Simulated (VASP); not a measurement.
# Cr (P6_3/mmc) in VASP: a series of runs

Runs on Cr. Level: PBEsol. Tasks: single point.

All numbers are computed with VASP 6.6.1; they aren't measurements. Logs are shortened: lines on timing, memory, paths and dates and some standing lists are left out, and cuts for length are marked.

### 1 The structure

The structure is hexagonal, space group P6_3/mmc (No. 194). Conventional cell: a = 2.714 Å, b = 2.714 Å, c = 4.410 Å, α = 90.00°, β = 90.00°, γ = 120.00°. Cr (site symmetry -6m2) has 12 Cr at 2.71 Å as nearest neighbours.

This isn't the form of Cr at room conditions, which is bcc.

### 2 Single point, PBEsol, collinear spin, ferromagnetic start

INCAR reads:

```
SYSTEM = Cr
ADDGRID = .FALSE.
ALGO = Normal
EDIFF = 1E-6
ENCUT = 400
GGA = PS
ISIF = 2
ISMEAR = 1
ISPIN = 2
LASPH = .TRUE.
LCHARG = .FALSE.
LMAXMIX = 4
LORBIT = 11
LREAL = .FALSE.
LWAVE = .FALSE.
MAGMOM = 3 3
NELM = 100
PREC = Low
SIGMA = 0.1
```

KPOINTS reads:

```
k-points
0
G
  15 15 8
  0 0 0
```

POSCAR reads:

```
Cr
1.0
    2.7140000000      0.0000000000      0.0000000000
   -1.3570000000      2.3503929459      0.0000000000
    0.0000000000      0.0000000000      4.4100000000
Cr
2
Direct
    0.6666666667      0.3333333333      0.7500000000
    0.3333333333      0.6666666667      0.2500000000
```

Potentials or basis: VASP PAW PBE potentials, release 64 (Cr_pv).

Command:

```bash
$ cat potpaw_PBE.64/Cr_pv/POTCAR > POTCAR
$ mpirun -np 1 vasp_std > vasp.out
```

OUTCAR:

```text
SYSTEM = Cr
   EDIFF = 1E-6
   ENCUT = 400
   GGA = PS
   ISIF = 2
   ISMEAR = 1
   ISPIN = 2
   LASPH = .TRUE.
   LORBIT = 11
   LREAL = .FALSE.
   NELM = 100
   PREC = Low

 Found    135 irreducible k-points:

 Following reciprocal coordinates:
            Coordinates               Weight
  0.000000  0.000000  0.000000      1.000000
  0.066667 -0.000000  0.000000      6.000000
  0.133333  0.000000  0.000000      6.000000
  0.200000 -0.000000  0.000000      6.000000
  0.266667  0.000000  0.000000      6.000000
  0.333333  0.000000  0.000000      6.000000
   k-points           NKPTS =    135   k-points in BZ     NKDIM =    135   number of bands    NBANDS=     19
   number of dos      NEDOS =    301   number of ions     NIONS =      2
   total plane-waves  NPLWV =   4704
   dimension x,y,z NGX =    14 NGY =   14 NGZ =   24
   dimension x,y,z NGXF=    16 NGYF=   16 NGZF=   24
   ions per type =               2
   NGX,Y,Z   is equivalent  to a cutoff of   8.58,  8.58,  9.05 a.u.
   NGXF,Y,Z  is equivalent  to a cutoff of   9.80,  9.80,  9.05 a.u.
 SYSTEM =  Cr
   PREC   = low       normal or accurate (medium, high low for compatibility)
   ISTART =      0    job   : 0-new  1-cont  2-samecut
   ICHARG =      2    charge: 1-file 2-atom 10-const
   ISPIN  =      2    spin polarized calculation?
   LNONCOLLINEAR =      F non collinear calculations
   LSORBIT =      F    spin-orbit coupling
   LASPH  =      T    aspherical Exc in radial PAW
   ENCUT  =  400.0 eV  29.40 Ry    5.42 a.u.   4.43  4.43  7.19*2*pi/ulx,y,z
   NELM   =    100;   NELMIN=  2; NELMDL= -5     # of ELM steps
   EDIFF  = 0.1E-05   stopping-criterion for ELM
   LREAL  =      F    real-space projection
   EDIFFG = 0.1E-04   stopping-criterion for IOM
   NSW    =      0    number of steps for IOM
   IBRION =     -1    ionic relax: 0-MD 1-quasi-New 2-CG
   NFREE  =      0    steps in history (QN), initial steepest desc. (CG)
   ISIF   =      2    stress and relaxation
   ISYM   =      2    0-nonsym 1-usesym 2-fastsym
   POTIM  = 0.5000    time-step for ionic-motion
   TEBEG  =    0.0;   TEEND  =   0.0 temperature during run
   PSTRESS=    0.0 pullay stress
   NELECT =      24.0000    total number of electrons
   NUPDOWN=      -1.0000    fix difference up-down
   EMIN   =  10.00;   EMAX   =-10.00  energy-range for DOS
   EFERMI =   0.00;   METHOD = LEGACY
   ISMEAR =     1;   SIGMA  =   0.10  broadening in eV -4-tet -1-fermi 0-gaus
   EFERMI_NEDOS =   21; number of points for ismear=-14 and -15
   IALGO  =     38    algorithm
   IMIX   =      4    mixing-type and parameters
     AMIX     =   0.40;   BMIX     =  1.00
     AMIX_MAG =   1.60;   BMIX_MAG =  1.00
  volume/ion in A,a.u.               =      14.07        94.92
  Fermi-wavevector in a.u.,A,eV,Ry     =   1.552681  2.934142 32.801180  2.410819
  Thomas-Fermi vector in A             =   2.657021
   LORBIT       =     11    0 simple, 1 ext, 2 COOP (PROOUT), +10 PAW based schemes
   GGA     = PS    functional components
   LHFCALC =     F    Hartree Fock is set to
   AEXX    =    0.0000 exact exchange contribution
   IVDW    =     0    specifies the selected vdW correction
   LEPSILON=     F    determine dielectric tensor
   LRPA    =     F    only Hartree local field effects (RPA)
 spin polarized calculation
 Methfessel and Paxton  Order N= 1 SIGMA  =   0.10
  energy-cutoff  :      400.00
  volume of cell :       28.13
 maximum number of plane-waves:       537
   NGX =  9   NGY =  9   NGZ = 15

 number of electron      24.0002087 magnetization       1.8168765

 Free energy of the ion-electron system (eV)
  ---------------------------------------------------
  ext. energy  EPLUGINS =         0.00000000
  ---------------------------------------------------
  free energy    TOTEN  =       -18.90369069 eV

  energy without entropy =      -18.90417404  energy(sigma->0) =      -18.90385180

 E-fermi :   8.1377     XC(G=0): -12.6926

 val. band max:        8.1350091138   @ k =   0.2667   0.2667   0.0000
 cond. band min:       8.1417785871   @ k =   0.4000   0.0667   0.2500
 fundamental gap:      0.0067694733
 Fermi energy:         8.1377153617

 spin component 1

 k-point     1 :       0.0000    0.0000    0.0000
  band No.  band energies     occupation
      1     -35.1757      1.00000
      2     -34.8336      1.00000
      3     -34.8334      1.00000
      4     -34.7664      1.00000
      5     -34.7663      1.00000
      6     -34.6856      1.00000
[... 11 lines left out ...]
     18       9.5181     -0.00000
     19      14.9601      0.00000

 k-point     2 :       0.0667   -0.0000    0.0000
  band No.  band energies     occupation
      1     -35.1686      1.00000
      2     -34.8487      1.00000
      3     -34.8384      1.00000
      4     -34.7825      1.00000
      5     -34.7688      1.00000
      6     -34.6882      1.00000
[... 11 lines left out ...]
     18      10.1512      0.00000
     19      14.9605      0.00000

 k-point     3 :       0.1333    0.0000    0.0000
  band No.  band energies     occupation
      1     -35.1480      1.00000
      2     -34.8923      1.00000
      3     -34.8520      1.00000
      4     -34.8279      1.00000
      5     -34.7759      1.00000
      6     -34.6963      1.00000
[... 11 lines left out ...]
     18      11.2018      0.00000
     19      14.9618      0.00000

 k-point     4 :       0.2000   -0.0000    0.0000
  band No.  band energies     occupation
      1     -35.1162      1.00000
      2     -34.9581      1.00000
      3     -34.8929      1.00000
      4     -34.8721      1.00000
      5     -34.7870      1.00000
      6     -34.7096      1.00000
[... 11 lines left out ...]
     18      12.3746      0.00000
     19      14.9646      0.00000

 k-point     5 :       0.2667    0.0000    0.0000
  band No.  band energies     occupation
      1     -35.0760      1.00000
      2     -35.0336      1.00000
      3     -34.9666      1.00000
      4     -34.8938      1.00000
      5     -34.8000      1.00000
      6     -34.7285      1.00000
[... 11 lines left out ...]
     18      13.6268      0.00000
     19      14.9738      0.00000

 k-point     6 :       0.3333    0.0000    0.0000
  band No.  band energies     occupation
      1     -35.1067      1.00000
      2     -35.0356      1.00000
      3     -35.0322      1.00000
      4     -34.9146      1.00000
      5     -34.8127      1.00000
      6     -34.7525      1.00000
[... 11 lines left out ...]
     18      14.9273      0.00000
     19      14.9911      0.00000

 [... further k-points ...]

 spin component 2

 k-point     1 :       0.0000    0.0000    0.0000
  band No.  band energies     occupation
      1     -34.4038      1.00000
      2     -33.9709      1.00000
      3     -33.9708      1.00000
      4     -33.9034      1.00000
      5     -33.9026      1.00000
      6     -33.9025      1.00000
[... 11 lines left out ...]
     18      10.3684      0.00000
     19      15.9458      0.00000

 k-point     2 :       0.0667   -0.0000    0.0000
  band No.  band energies     occupation
      1     -34.3965      1.00000
      2     -33.9864      1.00000
      3     -33.9759      1.00000
      4     -33.9191      1.00000
      5     -33.9061      1.00000
      6     -33.9051      1.00000
[... 11 lines left out ...]
     18      10.8750      0.00000
     19      15.9456      0.00000

 k-point     3 :       0.1333    0.0000    0.0000
  band No.  band energies     occupation
      1     -34.3754      1.00000
      2     -34.0311      1.00000
      3     -33.9898      1.00000
      4     -33.9656      1.00000
      5     -33.9143      1.00000
      6     -33.9123      1.00000
[... 11 lines left out ...]
     18      11.8498      0.00000
     19      15.9499      0.00000

 k-point     4 :       0.2000   -0.0000    0.0000
  band No.  band energies     occupation
      1     -34.3429      1.00000
      2     -34.0985      1.00000
      3     -34.0321      1.00000
      4     -34.0103      1.00000
      5     -33.9278      1.00000
      6     -33.9235      1.00000
[... 11 lines left out ...]
     18      12.9810      0.00000
     19      15.9717      0.00000

 k-point     5 :       0.2667    0.0000    0.0000
  band No.  band energies     occupation
      1     -34.3018      1.00000
      2     -34.1759      1.00000
      3     -34.1074      1.00000
      4     -34.0325      1.00000
      5     -33.9471      1.00000
      6     -33.9368      1.00000
[... 11 lines left out ...]
     18      14.2013      0.00000
     19      16.0118      0.00000

 k-point     6 :       0.3333    0.0000    0.0000
  band No.  band energies     occupation
      1     -34.2570      1.00000
      2     -34.2508      1.00000
      3     -34.1780      1.00000
      4     -34.0537      1.00000
      5     -33.9716      1.00000
      6     -33.9497      1.00000
[... 11 lines left out ...]
     18      15.4724      0.00000
     19      15.9054      0.00000

 [... further k-points ...]

------------------------ aborting loop because EDIFF is reached ----------------------------------------

  FORCE on cell =-STRESS in cart. coord.  units (eV):
  Direction    XX          YY          ZZ          XY          YZ          ZX
  --------------------------------------------------------------------------------------
  -------------------------------------------------------------------------------------
  Total       -6.0668785     -6.0668785     -5.2564825      0.0000000      0.0000000      0.0000000
  in kB     -345.5309667   -345.5309667   -299.3759422      0.0000000      0.0000000      0.0000000
  external PRESSURE =    -330.1459585 kB  Pullay stress =       0.0000000 kB

 VOLUME and BASIS-vectors are now :
 -----------------------------------------------------------------------------
  energy-cutoff  :      400.00
  volume of cell :       28.13
      direct lattice vectors                 reciprocal lattice vectors
     2.714000000  0.000000000  0.000000000     0.368459838  0.212730387  0.000000000
    -1.357000000  2.350392946  0.000000000     0.000000000  0.425460773  0.000000000
     0.000000000  0.000000000  4.410000000     0.000000000  0.000000000  0.226757370

 POSITION                                       TOTAL-FORCE (eV/Angst)
 -----------------------------------------------------------------------------------
      1.35700      0.78346      3.30750        -0.000000     -0.000000      0.000000
     -0.00000      1.56693      1.10250         0.000000      0.000000      0.000000
 -----------------------------------------------------------------------------------
    total drift:                               -0.000000      0.000000     -0.000000

  FREE ENERGIE OF THE ION-ELECTRON SYSTEM (eV)
  ---------------------------------------------------
  free  energy   TOTEN  =       -18.9036906875 eV

  energy  without entropy=      -18.9041740356  energy(sigma->0) =      -18.90385180

 total charge

# of ion       s       p       d       tot
------------------------------------------
    1        0.376   6.283   4.053  10.712
    2        0.376   6.283   4.053  10.712
--------------------------------------------------
tot          0.751  12.566   8.107  21.424

 magnetization (x)

# of ion       s       p       d       tot
------------------------------------------
    1        0.001   0.024   0.815   0.840
    2        0.001   0.024   0.815   0.840
--------------------------------------------------
tot          0.002   0.048   1.629   1.679
```

It took 42 s on 1 thread of Intel Xeon Platinum 8488C (Sapphire Rapids), shared host; peak memory 0.16 GiB.

The run converged, but some of its settings lie outside the range that counts as converged, so its numbers aren't taken as properties of the crystal.

What came out:

- Free energy: -18.9037 eV
- Pressure: -33.0 GPa
- Band gap on the k mesh: none (metal or under the smearing width)
- Net moment: 1.82 μB per cell
- Site moments: Cr +0.84 μB
- Valence electrons inside the program's atomic spheres: Cr 10.71

Caveat: a pressure of tens of GPa on the cell as given is suspect, and the run, the potentials or the cell itself is likely at fault; the PAW data sets were made with another functional, which shifts forces and pressure a little.

(Part 1 of 2 ends here.)
